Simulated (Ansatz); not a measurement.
The system is BaTiO3 (Barioperovskite).

```
Ba Ti O
1.0
     3.98550    0.00000    0.00000
     0.00000    2.83690    2.84515
     0.00000   -2.83690    2.84515
Ba Ti O
1 1 3
Direct
  0.00000 0.00000 0.00000
  0.50000 0.51240 0.51240
  0.50000 0.99184 0.50524
  0.50000 0.50524 0.99184
  0.00000 0.48740 0.48740
```

Base run:

```yaml
Program: Ansatz 0.2.0
Functional: PBE
Potentials_or_basis: Ansatz PAW
Cutoff: "420 eV (not typed: the program's choice for these potentials)"
k_mesh: 12 × 12 × 12
Occupations: fermi-dirac, width 0.05 eV
Spin: no spin polarisation
```

Its results: band gap on the k mesh 1.91 eV, indirect (least direct gap 2.08 eV); pressure 2.3 GPa; largest force 0.270 eV/Å.

Question: The run is repeated on the same cell with these changes: cutoff from 420 eV (not typed: the program's choice for these potentials) to 250 eV; k mesh from 12 × 12 × 12 to 7 × 7 × 7. What comes out?

Answer: Band gap on the k mesh 1.99 eV, indirect (least direct gap 2.01 eV); pressure -2.2 GPa; largest force 0.529 eV/Å.

Caveats: spin-orbit coupling is left out, which moves the levels of the heavy elements; odd divisions of the mesh miss points on the zone boundary, where band edges often lie, so the gap on the mesh can be too wide (some runs); the pressure holds a Pulay correction of +71.5 GPa for the finite cutoff (some runs); the cutoff lies under the one recommended for these potentials (some runs).

A k mesh can miss the band edges.
